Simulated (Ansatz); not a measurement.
## SiC under strain — electric field gradients

The cell is an entry of the Crystallography Open Database (COD), relaxed with PBE at fixed cell and then changed (z stretched by 1 %, ions relaxed).

```
Si C
1.0
     0.00000    2.17900    2.20079
     2.17900    0.00000    2.20079
     2.17900    2.17900    0.00000
Si C
1 1
Direct
  0.00000 0.00000 0.00000
  0.25000 0.25000 0.25000
```

Atoms are numbered from 1 in the order listed; like atoms form one site, named after its first atom.

Computed with Ansatz: DFT, PBE, plane waves and PAW, scalar-relativistic, 420 eV cutoff, Γ-centred 17×17×17 k-points, Fermi–Dirac smearing 0.02 eV.

V_zz is the principal component of the electric field gradient with the largest magnitude, η = (V_xx − V_yy)/V_zz and C_Q = eQV_zz/h.

| site | atoms (order as listed) | first shell | V_xx, V_yy, V_zz (10²¹ V/m²) | η | C_Q (MHz) |
| --- | --- | --- | --- | --- | --- |
| Si | 1 | 4 C at 1.89 Å | 0.063, 0.063, -0.13 | 0.00 | – |
| C | 2 | 4 Si at 1.89 Å | -0.036, -0.036, 0.072 | 0.00 | – |

An axis of threefold or higher order runs through Si and C, so V_zz lies along it and η is zero.

Si, C have no stable isotope with a ground-state quadrupole moment in the table, so no C_Q is given.

The relaxation (1 step) took 7.7 s of wall time (7.6 s of CPU time) and 0.5 GiB at its peak, on 1 thread of Intel Xeon Platinum 8488C (Sapphire Rapids) (x86_64; 16 cores open to the job, memory cap 3.0 GiB, no GPU), a shared host with a load of 0.3 a core.
